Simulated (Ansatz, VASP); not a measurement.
One calculation of NaH, two programs

Contents of INCAR:

```
PREC = Accurate
ENCUT = 520
EDIFF = 1E-6
ISMEAR = 0
SIGMA = 0.01
LREAL = False
LASPH = True
NELM = 80
ALGO = Normal
ISIF = 2
LWAVE = False
LCHARG = False
GGA = PE
NBANDS = 11
```

The input KPOINTS:

```
Automatic mesh
0
Gamma
  8 8 8
```

The input POSCAR:

```
NaH
1.0
    0.0000000000      2.3667195551      2.3667195551
    2.3667195551      0.0000000000      2.3667195551
    2.3667195551      2.3667195551      0.0000000000
Na H
1 1
Direct
    0.0000000000      0.0000000000      0.0000000000
    0.5000000000      0.5000000000      0.5000000000
```

Input for Ansatz:

```yaml
crystal:
  lattice:
    - [0.0, 2.3667195551, 2.3667195551]
    - [2.3667195551, 0.0, 2.3667195551]
    - [2.3667195551, 2.3667195551, 0.0]
  atoms:
    - { symbol: Na, position: [0.0, 0.0, 0.0] }
    - { symbol: H, position: [0.5, 0.5, 0.5] }
kpoints:
  mp_grid: { grid: [8, 8, 8] }
hamiltonian:
  xc: pbe
scf:
  occupations: { method: fixed }
  n_extra_bands: 4
output:
  forces: true
  stress: true
  eigenvalues: true
```

Alike in both runs: task single point; functional PBE; k mesh 8 × 8 × 8; no spin polarisation.

|  | VASP | Ansatz |
| --- | --- | --- |
| version | VASP 6.6.1 | Ansatz 0.2.0 |
| potentials or method | VASP PAW PBE potentials, release 64 (Na_pv, H) | plane waves, PAW |
| plane-wave cutoff (eV) | 520 | 420 |
| occupations | gaussian, width 0.01 eV | fixed |
| valence electrons in the cell | 8 | 10 |

|  | VASP | Ansatz | Ansatz less VASP |
| --- | --- | --- | --- |
| gap on the k mesh at the Fermi level (eV) | 3.87 | 3.87 | +0.002 |
| pressure (GPa) | 1.6 | 1.6 | +0.03 |

The two sets of potentials don't hold the same shells in valence.

A k mesh can miss the band edges. As with any semilocal functional, this PBE gap is likely too small.
